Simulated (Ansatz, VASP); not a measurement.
# SiO2: VASP beside Ansatz, part 2 of 2

Wanted: the spread between two codes on one cell, functional and k mesh. The cell is taken from a series of runs on this material, whose earlier steps may have relaxed, scaled, displaced or heated it; both programs get it as it stands.

VASP 6.6.1 and Ansatz 0.2.0.

So far. Step 2 (VASP: single point, HSE06): The run ends at a pressure of 1.83 GPa, with forces up to 0.0071 eV/Å.

## 3. Ansatz: single point, HSE06

Level of this step: Ansatz beside VASP: Kohn-Sham DFT, plane waves, HSE06 (Ansatz).

Ansatz runs on its PAW soft_1 files.

The same cell, functional and mesh now go to Ansatz, which takes its cutoff from its data sets.

input.yaml reads:

```yaml
crystal:
  lattice:
    - [-2.37405, 2.37405, 3.744]
    - [2.37405, -2.37405, 3.744]
    - [2.37405, 2.37405, -3.744]
  atoms:
    - { symbol: Si, position: [0.0, 0.0, 0.0] }
    - { symbol: Si, position: [0.75, 0.25, 0.5] }
    - { symbol: O, position: [0.99183108, 0.625, 0.86683108] }
    - { symbol: O, position: [0.375, 0.24183108, 0.36683108] }
    - { symbol: O, position: [0.75816892, 0.125, 0.13316892] }
    - { symbol: O, position: [0.875, 0.00816892, 0.63316892] }
kpoints:
  mp_grid: { grid: [4, 4, 4] }
  band_path:
    path:
      - [0.0, 0.0, 0.0]
      - [0.0, 0.0, 0.5]
      - [0.25, 0.25, 0.25]
      - [0.0, 0.5, 0.0]
      - [0.5, 0.5, -0.5]
      - [0.35051897, 0.64948103, -0.35051897]
      - [-0.35051897, 0.35051897, 0.35051897]
      - [-0.20103795, 0.20103795, 0.5]
    npoints: 1
hamiltonian:
  xc: hse06
  pseudopotentials: { kind: paw, azcp: { folder: soft_1 } }
scf:
  occupations: { method: fixed }
  n_extra_bands: 6
output:
  eigenvalues: true
  write_density: true
  write_potential: true
  elf: true
  volumetric_format: npy
```

Run with:

```
$ ansatz run input.yaml --threads 3 --pin off --max-ram 92160MiB --backend cuda --events-out ev --progress --plain --runs-dir out --devices 1 --max-vram 13GiB
```

Numbers of over 12 decimals in the logs are rounded to 6 here.

Output:

```text
scf.n_extra_bands = 6 over 16 filled bands (N_el = 32.0): the run solves 22 bands
GPUs: using 1 of 1 available (devices: 1).
Engine: ansatz 0.2.0, x86_64-unknown-linux-gnu
Pseudopotentials: kind: paw
Pseudopotential: Si, paw, valence charge 4, recommended cutoff 420 eV (normal), soft_1/Si.paw.azcp
Pseudopotential: O, paw, valence charge 6, recommended cutoff 420 eV (normal), soft_1/O.paw.azcp
Functional definition: HSE06
  parameter a = 0.25
  parameter omega = 0.11/bohr
  exchange = pbe_x - a*pbe_x_sr(omega) + a*exact_x_sr(omega)
  correlation = pbe_c
davidson cushion auto → on  (no smearing: the cushion is to keep the highest requested band from converging to the state above it; pin scf.eigensolver.cushion to override)
device memory: the entry about to start is reckoned to put 0.8 GiB on a device that reports 44.1 GiB free (of which the cap on the GPU budget leaves the run 13.0 GiB)
GPU FFT provider: cuFFT
GPU libraries: cuBLAS 13.8.2, cuFFT 12.4.0, cuSOLVER 12.3.4
Crystal: 6 atoms, lattice volume = 84.406 Å³
Basis set: ecut = 420 eV, 1637 PW (Γ)
Bands: 22, of which v1, the nominal top of the filled ones, is band 16 counted from 1 (15 counted from 0)
Symmetry: 8 space group operations
Space group: I-42d (ITA 122), of the structure as read, at distance tolerance 4.4e-5 Å
k-points: 13 of 64 (time reversal used)
Non-local potential: Si, projectors of the file, l = 0: 2, l = 1: 2, l = 2: 1
Non-local potential: O, projectors of the file, l = 0: 2, l = 1: 2, l = 2: 1
PAW form: soft (Blöchl's): semilocal exchange-correlation on the pseudo side does not see the compensation charge
PAW frozen core: Si, regenerated for the run's functional, and the local potential with it (the file was generated under x = pbe(κ = 0.804, μ = 0.219515), c = pbe(β = 0.066725))
PAW frozen core: O, regenerated for the run's functional, and the local potential with it (the file was generated under x = pbe(κ = 0.804, μ = 0.219515), c = pbe(β = 0.066725))
PAW one-centre angular grid: Si, 110 points (default); XC on 64 Gauss nodes
PAW one-centre angular grid: O, 110 points (default); XC on 96 Gauss nodes
Initial density: superposition of atomic densities (chi_scale 0.1, normalization cell, long waves kept (reshape's long-wave potential 0.00 eV rms))
Initial wavefunctions: pseudopotential atomic-orbital guess
GPU buffer pool allocated for 46656 grid points (all kernels)
GPU transforms: local potential and band sums: pruned to the plane-wave sphere, on 36×36×36
Functional: x = pbe(κ = 0.804, μ = 0.219515), c = pbe(β = 0.066725), warm-up for x = pbe(κ = 0.804, μ = 0.219515) + 0.25 (exact − pbe) at short range (hse, ω = 0.207870 Å⁻¹), c = pbe(β = 0.066725); HSE06 as pw.x's `hse` composes it (authors' and Libxc's form: `xc: wpbeh`)
SCF iter   1: F=—  HF=-3551.535418 eV  |F-HF|=—  |Δ(HF+E_count)|=         —  Δρ=1.29e-1  dr2=1.25e1  ethr=1.00e-1  ⟨swp⟩=4.9  Hψ=1056  notcnv=0
preconditioner: auto → none  [insulator: Δε(μ)=7.603 eV  Ē_g=18.165 eV  n_scr=14 (ndim 8)  ℏωp=22.9 eV  f_vac=0.108]
SCF iter   2: F=—  HF=-3548.463553 eV  |F-HF|=—  |Δ(HF+E_count)|=    3.07e0  Δρ=6.52e-2  dr2=1.50e0  ethr=3.89e-2  ⟨swp⟩=3.2  Hψ=841  notcnv=0
SCF iter   3: F=—  HF=-3548.093892 eV  |F-HF|=—  |Δ(HF+E_count)|=   3.70e-1  Δρ=2.08e-2  dr2=1.54e-1  ethr=4.70e-3  ⟨swp⟩=3.0  Hψ=757  notcnv=0
iter 4 solved again at ethr=1.99e-5 eV; its pass at ethr=4.80e-4 eV (dr2=6.36e-3 eV) is discarded
SCF iter   4: F=—  HF=-3548.121115 eV  |F-HF|=—  |Δ(HF+E_count)|=   2.72e-2  Δρ=2.88e-3  dr2=7.17e-3  ethr=1.99e-5  ⟨swp⟩=3.8  Hψ=1581  notcnv=0
SCF iter   5: F=-3548.118021 eV  HF=-3548.118796 eV  |F-HF|=7.76e-4  |Δ(HF+E_count)|=   2.32e-3  Δρ=1.17e-3  dr2=1.15e-3  ethr=1.99e-5  ⟨swp⟩=2.7  Hψ=649  notcnv=0
SCF 1 stopped early in 5 iterations: F = -3548.118021 eV  dr2 = 1.15e-3
  greatest PAW one-centre occupation: 0.862 electrons in one spin orbital (limit 2), on the O atom at site 4 (counted from 0), in its partial waves of l = 0
device memory: the entry about to start is reckoned to put 1.4 GiB on a device that reports 44.0 GiB free (of which the cap on the GPU budget leaves the run 13.0 GiB)
GPU FFT provider: cuFFT
GPU libraries: cuBLAS 13.8.2, cuFFT 12.4.0, cuSOLVER 12.3.4
Initial density: handed on by an earlier stage of this run
Initial wavefunctions: those handed on with the density
GPU buffer pool allocated for 46656 grid points (all kernels)
GPU transforms: local potential and band sums: pruned to the plane-wave sphere, on 36×36×36
Functional: x = pbe(κ = 0.804, μ = 0.219515) + 0.25 (exact − pbe) at short range (hse, ω = 0.207870 Å⁻¹), c = pbe(β = 0.066725); HSE06 as pw.x's `hse` composes it (authors' and Libxc's form: `xc: wpbeh`)
Exchange kernel: α = 0.2500, screened, ω = 0.2079 Å⁻¹, Wigner–Seitz truncation, v(0) = 1043.4651 eV·Å³, q-mesh 4×4×4, nearest image of the exchange supercell L = 18.99 Å, pair-density grid 20×20×20, without the augmentation charges, whose exchange is taken in its separable form by FFT convolution over the k-point mesh (sized by the pseudopotential files, 27×27×27 at the most), smooth part of the exact exchange by density-matrix convolution in up to 1.53 GiB of GPU memory as planned if the GPU has room (build and FFT work areas not counted)
Frozen-core exchange: fock
SCF iter   1: F=—  HF=-3548.842901 eV  |F-HF|=—  |Δ(HF+E_count)|=         —  Δρ=6.85e-3  dr2=3.51e-2  ethr=3.59e-5  ⟨swp⟩=7.3  Hψ=1343  notcnv=0
preconditioner: auto → none  [insulator: Δε(μ)=7.924 eV  Ē_g=19.354 eV  n_scr=14 (ndim 8)  ℏωp=22.9 eV  f_vac=0.215]
SCF iter   2: F=—  HF=-3548.832173 eV  |F-HF|=—  |Δ(HF+E_count)|=   1.07e-2  Δρ=2.75e-3  dr2=7.50e-3  ethr=3.59e-5  ⟨swp⟩=3.0  Hψ=676  notcnv=0
SCF iter   3: F=—  HF=-3548.839015 eV  |F-HF|=—  |Δ(HF+E_count)|=   6.84e-3  Δρ=1.08e-3  dr2=5.65e-4  ethr=2.02e-5  ⟨swp⟩=4.2  Hψ=947  notcnv=0
SCF iter   4: F=—  HF=-3548.838958 eV  |F-HF|=—  |Δ(HF+E_count)|=   5.74e-5  Δρ=2.55e-4  dr2=6.15e-5  ethr=1.48e-6  ⟨swp⟩=2.9  Hψ=668  notcnv=0
SCF iter   5: F=—  HF=-3548.839171 eV  |F-HF|=—  |Δ(HF+E_count)|=   2.13e-4  Δρ=2.80e-4  dr2=4.42e-5  ethr=1.41e-7  ⟨swp⟩=4.9  Hψ=1048  notcnv=0  defer=2
SCF iter   6: F=-3548.839154 eV  HF=-3548.839155 eV  |F-HF|=2.67e-7  |Δ(HF+E_count)|=   1.67e-5  Δρ=2.35e-5  dr2=7.53e-7  ethr=1.37e-7  ⟨swp⟩=3.0  Hψ=752  notcnv=0
SCF 2 stopped early in 6 iterations: F = -3548.839154 eV  dr2 = 7.53e-7
  greatest PAW one-centre occupation: 0.865 electrons in one spin orbital (limit 2), on the O atom at site 5 (counted from 0), in its partial waves of l = 0
hybrid outer 1: dexx = +1.067e-2 eV, tail = 1.89e-5 eV
GPU FFT provider: cuFFT
GPU libraries: cuBLAS 13.8.2, cuFFT 12.4.0, cuSOLVER 12.3.4
GPU buffer pool allocated for 46656 grid points (all kernels)
GPU transforms: local potential and band sums: pruned to the plane-wave sphere, on 36×36×36
Exchange kernel: α = 0.2500, screened, ω = 0.2079 Å⁻¹, Wigner–Seitz truncation, v(0) = 1043.4651 eV·Å³, q-mesh 4×4×4, nearest image of the exchange supercell L = 18.99 Å, pair-density grid 20×20×20, without the augmentation charges, whose exchange is taken in its separable form by FFT convolution over the k-point mesh (sized by the pseudopotential files, 27×27×27 at the most), smooth part of the exact exchange by density-matrix convolution in up to 1.53 GiB of GPU memory as planned if the GPU has room (build and FFT work areas not counted)
Frozen-core exchange: fock
SCF iter   1: F=—  HF=-3548.839276 eV  |F-HF|=—  |Δ(HF+E_count)|=         —  Δρ=5.25e-5  dr2=7.50e-7  ethr=2.95e-7  ⟨swp⟩=3.8  Hψ=708  notcnv=0
preconditioner: auto → none  [insulator: Δε(μ)=7.913 eV  Ē_g=19.330 eV  n_scr=14 (ndim 8)  ℏωp=22.9 eV  f_vac=0.222]
SCF iter   2: F=—  HF=-3548.839277 eV  |F-HF|=—  |Δ(HF+E_count)|=   6.42e-7  Δρ=1.85e-5  dr2=2.26e-7  ethr=2.11e-9  ⟨swp⟩=4.9  Hψ=1145  notcnv=0
SCF iter   3: F=-3548.839277 eV  HF=-3548.839277 eV  |F-HF|=2.35e-8  |Δ(HF+E_count)|=   2.06e-9  Δρ=7.61e-6  dr2=3.98e-8  ethr=4.72e-10  ⟨swp⟩=3.2  Hψ=905  notcnv=0
SCF 3 converged in 3 iterations: F = -3548.839277 eV  dr2 = 3.98e-8
hybrid outer 2: dexx = +1.955e-7 eV, tail = 9.10e-8 eV, Δε = 6.84e-4 eV (about 5.30e-5 eV left of the loop's levels)
the search or the solves at the SCF's close seem to have found levels that the self-consistency loop had missed (the run counts 1). By its estimate they hold under 1e-12 electrons; where the run keeps them, the occupations were computed again with them
device memory: the entry about to start is reckoned to put 0.5 GiB on a device that reports 33.0 GiB free (of which the cap on the GPU budget leaves the run 13.0 GiB)
NSCF: frozen V_eff on 8 k-points
hybrid SCF converged: 2 outer / 9 inner (+5 warm-up), last move |dexx| = 1.95e-7 eV, tail = 9.10e-8 eV
Stability not checked: this state was not tested for a lower state beside it, because the functional holds exact exchange (a hybrid, or Hartree-Fock), whose exchange loop this test does not read (fock_operator; see scf.lower_state_search)
Free energy (F): -3548.839277 eV
Frozen-core exchange: fock
Harris-Foulkes:  -3548.839277 eV  (|F-HF|=2.35e-8)
Internal energy: -3548.839277 eV  (E = F + TS)
E sigma→0 (E₀):  -3548.839277 eV
Fermi energy:    -0.170009 eV
--- Per-component energies (eV) ---
  E_band       = -231.732803
  E_kinetic    = 784.186096
  E_local      = -2214.681537  (includes V_loc(G=0)·N_el)
  E_nonlocal   = 248.289818
  E_hartree    = 830.169387
  E_xc         = -324.137102
  E_vxc        = -371.802882  (∫ρ·V_xc dr)
  E_exx        = -92.295287  (= α·E_x^exact, valence–valence)
  E_paw        = -1666.540631  (= ΣΔE_a)
  E_vpaw       = -153.483337  (= ΣTr[D̂ρ^β])
  E_aug_tail   = 0.003324  (compensation charges beyond the density's cutoff)
  E_ewald      = -1113.608472
  E_core_change = -0.224872  (= ΣΔE_core)
  E_smearing   = -0.000000  (= −TS)
  E_closure    = -0.000000  (closes the sum)
  Σ components = -3548.839277   (vs F -3548.839277, Δ=0.00e0)
--- Band table (eV; the first three rows and the last of 13) ---
  k-point 0: bands = [... 12 lower, -1.6208, -1.2057, -0.1700, -0.1700, 7.7429, 10.5726, 13.2606, 13.2606, ... 2 higher]
  k-point 1: bands = [... 12 lower, -1.5838, -0.9610, -0.2968, -0.2904, 9.0795, 11.5071, 12.1151, 12.5792, ... 2 higher]
  k-point 2: bands = [... 12 lower, -1.0434, -1.0434, -0.4546, -0.4546, 11.2672, 11.2672, 12.2230, 12.2230, ... 2 higher]
  k-point 12: bands = [... 12 lower, -1.7933, -1.7933, -0.3192, -0.3192, 10.8086, 10.8086, 11.7824, 11.7824, ... 2 higher]
```

The column dr2 measures how far the density is from self-consistency, as an energy; F and HF (Harris–Foulkes) agree once it is small.

## 4. Side by side

Known differences besides the potentials themselves: exact exchange at q = 0 is treated differently, which shows on coarse meshes; VASP keeps PBE cores, Ansatz makes them for the functional; fixed occupations in Ansatz, narrow Gaussian smearing in VASP; the cutoff is 420 eV in Ansatz and 520 eV in VASP; VASP takes a coarser grid for exact exchange (PRECFOCK = Fast). Total energies have different zeros and are not compared.

Compared:

| quantity | Ansatz | VASP | difference |
| --- | --- | --- | --- |
| gap on the k mesh (eV) | 7.913 | 7.911 | +0.002 |

A gap on the mesh is an upper bound, since the band edges may lie between its points.

## 5. Results

```yaml
difference_in_gap_on_the_k_mesh_single_point_hse06: 0.0020 eV
```

**Reading.** The difference in gap on the k mesh is 0.0020 eV (single point, HSE06), within the 0.08 eV picked in this series as the mark of a large difference. Such differences can come from data sets, numerical settings and the points named under the comparisons, not from the functional's error against experiment.

[Lines on the potential files, build, host, timing and source positions are cut from VASP's logs without a mark.]

[Logs are printed without paths, hosts, clocks, repeated set-up lines and the standing remarks that a program may print on its own settings, such as how far it seeks lower states.]

[Hosts, paths, dates, database ids (printed as entryN), source tags and the programs' standing remarks are cut or masked in the printed files.]
